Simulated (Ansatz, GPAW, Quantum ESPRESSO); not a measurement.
Ta: programs and potentials compared

```xyz
1
Lattice="-1.6513 1.6513 1.6513 1.6513 -1.6513 1.6513 1.6513 1.6513 -1.6513" Properties=species:S:1:pos:R:3 pbc="T T T"
Ta    0.0000    0.0000    0.0000
```

Alike in all runs: task band structure; functional PBE; k mesh 11 × 11 × 11; occupations fermi-dirac, width 0.05 eV; no spin polarisation; no spin-orbit coupling. Pressure is positive in compression and, in plane waves, holds the error of the finite cutoff, which Ansatz's Pulay term estimates and takes out.

| program and potentials | plane-wave cutoff (eV) | notes | pressure (GPa) |
| --- | --- | --- | --- |
| Ansatz, Ansatz PAW | 420 | Pulay term of +0.06 GPa included | 2.59 |
| Quantum ESPRESSO, PseudoDojo 0.4.1 SR PBE standard | 789 | - | 2.55 |
| Ansatz, all-electron LAPW, scalar-relativistic | - | - | ? |
| GPAW, GPAW PAW data sets (gpaw-data 1.2.1) | 600 | - | 2.85 |

Problem. Estimate from the other rows what the run with Ansatz, all-electron LAPW, scalar-relativistic gave.

Solution. Pressure 2.53 GPa. The other rows, which needn't bracket it: pressure 2.55 to 2.85.
